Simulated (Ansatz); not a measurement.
The system is HfO2.

```
CELL_PARAMETERS angstrom
5.21946 0.00000 0.00000
0.00000 5.00476 0.00000
0.00000 0.00000 5.03269
ATOMIC_POSITIONS crystal
Hf 0.96699 0.73252 0.74144
Hf 0.53301 0.73252 0.24144
Hf 0.46699 0.26748 0.74144
Hf 0.03301 0.26748 0.24144
O 0.63213 0.92865 0.87927
O 0.86787 0.92865 0.37927
O 0.23395 0.53988 0.49229
O 0.26605 0.53988 0.99229
O 0.76605 0.46012 0.99229
O 0.73395 0.46012 0.49229
O 0.13213 0.07135 0.87927
O 0.36787 0.07135 0.37927
```

Measurements of this composition are mostly on another form, of space group No. 14.

Base run:

```yaml
Program: Ansatz 0.2.0
Functional: RPBE
Potentials_or_basis: Ansatz PAW
Cutoff: "420 eV (not typed: the program's choice for these potentials)"
k_mesh: 5 × 6 × 5
Occupations: fermi-dirac, width 0.05 eV
Spin: no spin polarisation
```

Its results: band gap on the k mesh 4.57 eV, indirect (least direct gap 4.75 eV); pressure 14.9 GPa; largest force 0.138 eV/Å.

Q: After a change of settings the same cell gave: band gap on the k mesh 4.48 eV, indirect (least direct gap 4.68 eV); pressure 9.8 GPa; largest force 0.117 eV/Å. Which change was it?
A. functional from RPBE to r2SCAN; cutoff from 420 eV (not typed: the program's choice for these potentials) to 500 eV (not typed: the program's choice for these potentials)
B. functional from RPBE to PBE
C. functional from RPBE to BLYP

A: B.

PBE binds more tightly than RPBE, so the same cell stands under less pressure.

Caveats: spin-orbit coupling is left out, which moves the levels of the heavy elements; the PAW data sets come from PBE, with cores solved anew for the run's functional, which leaves a small shift of forces and pressure (some runs).
